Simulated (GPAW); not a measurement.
Crystal: ZrS.

```xyz
2
Lattice="0.0000 2.6250 2.6250 2.6250 0.0000 2.6250 2.6250 2.6250 0.0000" Properties=species:S:1:pos:R:3 pbc="T T T"
Zr    0.0000    0.0000    0.0000
S     2.6250    2.6250    2.6250
```

- Program: GPAW 26.7.0
- Task: relaxation of cell and atoms
- Functional: PBEsol
- Potentials or basis: PAW data sets generated in the run's folder for this functional
- Cutoff: 600 eV
- Basis: pw
- k mesh: 9 × 9 × 9
- Occupations: fermi-dirac, width 0.05 eV
- Spin: no spin polarisation

At the start: pressure -7.0 GPa; volume 18.09 Å³/atom.

Q: Where does the relaxation end?

A: Over 4 steps the energy falls by 20.9 meV/atom and the volume is 17.16 Å³/atom (-5.1 %); space group Fm-3m (No. 225, to 0.05 Å).

The path:
| step | energy change (eV) | largest force (eV/Å) | pressure (GPa) | volume (Å³) |
| --- | --- | --- | --- | --- |
| 1 | 0.0000 | 0.0000 | -7.02 | 36.18 |
| 2 | -0.0225 | 0.0000 | -4.95 | 35.57 |
| 3 | -0.0416 | 0.0000 | 0.37 | 34.23 |
| 4 | -0.0417 | 0.0000 | -0.02 | 34.32 |

Final structure:
```yaml
crystal:
  lattice:
    - [0.00000, 2.57924, 2.57924]
    - [2.57924, 0.00000, 2.57924]
    - [2.57924, 2.57924, 0.00000]
  atoms:
    - { symbol: Zr, position: [0.00000, 0.00000, 0.00000] }
    - { symbol: S, position: [0.50000, 0.50000, 0.50000] }
```

Caveat: later steps reuse the first step's grids.
